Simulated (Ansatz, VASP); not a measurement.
**Ca: VASP beside Ansatz**

Contents of INCAR:

```
  PREC = Accurate
  ENCUT = 520
  EDIFF = 1E-7
  ISMEAR = -1
  SIGMA = 0.05
  LREAL = False
  LASPH = True
  NELM = 60
  ALGO = Normal
  ISIF = 2
  LWAVE = False
  LCHARG = False
  GGA = PE
  NBANDS = 11
```

The input KPOINTS:

```
regular mesh
0
Gamma
  8 8 8
```

Contents of POSCAR:

```
Ca
1.0
   -2.2516270000      2.2138260000      2.2348730000
    2.2160260000     -2.2372230000      2.2226690000
    2.2838730000      2.2694690000     -2.2582700000
Ca
1
Direct
    0.0102290000      0.0053610000      0.0177860000
```

The input input.yaml:

```yaml
crystal:
  lattice:
    - [-2.251627, 2.213826, 2.234873]
    - [2.216026, -2.237223, 2.222669]
    - [2.283873, 2.269469, -2.25827]
  atoms:
    - { symbol: Ca, position: [0.010229, 0.005361, 0.017786] }
hamiltonian:
  xc: pbe
  pseudopotentials: { kind: paw }
kpoints:
  mp_grid: { grid: [8, 8, 8] }
scf:
  occupations: { method: fermi_dirac, width: 0.05 }
output:
  forces: true
  stress: true
  eigenvalues: true
  write_density: true
  write_potential: true
  elf: true
  volumetric_format: npy
```

Change from the starting cell: cell strained at random at fixed volume.

Alike in both runs: task single point; functional PBE; k mesh 8 × 8 × 8; occupations fermi-dirac, width 0.05 eV; no spin polarisation.

```csv
,VASP,Ansatz
version,VASP 6.6.1,Ansatz 0.2.0
potentials or method,"VASP PAW PBE potentials, release 64 (Ca_sv)",Ansatz PAW
plane-wave cutoff (eV),520,420
valence electrons in the cell,10,10
```

|  | VASP | Ansatz | Ansatz less VASP |
| --- | --- | --- | --- |
| gap on the k mesh at the Fermi level (eV) | none | none | - |
| pressure (GPa) | -1.0 | -1.0 | -0.01 |
| largest component of the traceless stress (GPa) | 0.18 | 0.18 | 0.000 |

A gap of «none» marks a metal or a gap that the smearing closes.
